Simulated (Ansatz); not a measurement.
# Effect of pressure 30 GPa on NaBr

Take NaBr in the rock salt structure (space group Fm-3m, No. 225; a = 5.927 Å) as the base.

It is then changed as follows: a hydrostatic pressure of 30 GPa.

Computed with PBEsol (Ansatz, a first-principles code, PAW, scalar-relativistic without spin-orbit coupling). k-mesh 10×10×10 (Γ-centred); smearing 0.05 eV (Fermi–Dirac).

* **Volume per atom**: 16.35 Å³ (base 26.03 Å³)
* **Density**: 5.23 g/cm³ (base 3.28 g/cm³)
* **Enthalpy H = E + PV relative to the base's energy**: +3.64 eV/atom
* **Band gap**: 5.61 eV (base 4.07 eV)
* **Gap character**: indirect, Γ → X (base direct at Γ)
* **Smallest direct gap**: 6.13 eV (base 4.07 eV)
* **Electron mass**: 1.1 mₑ along k, 0.29 mₑ across (at X) (base 0.31 mₑ (at Γ))
* **Hole mass (degenerate bands, along [100])**: 0.31, 1.2, 1.2 mₑ (at Γ) (base 0.45, 2.1, 2.1 mₑ (at Γ))
* **Valley order (the lowest conduction-band minima on the path, energy above the VBM, named in the base's zone)**: X along ⟨100⟩ 5.61 eV; Γ 6.13 eV; L along ⟨111⟩ 6.32 eV (base Γ 4.07 eV; X along ⟨100⟩ 6.11 eV)

Cost of the whole job for the changed cell (relaxation, final SCF and bands): around 8 core-seconds (rough).

Load acts through the strain it causes; cell and atoms are relaxed under it. Masses are band curvatures over ±0.01 Å⁻¹ around the edge. Along k means along the line from Γ to the band edge. Whether these cells are dynamically stable was not tested. No other phases were tried under pressure.
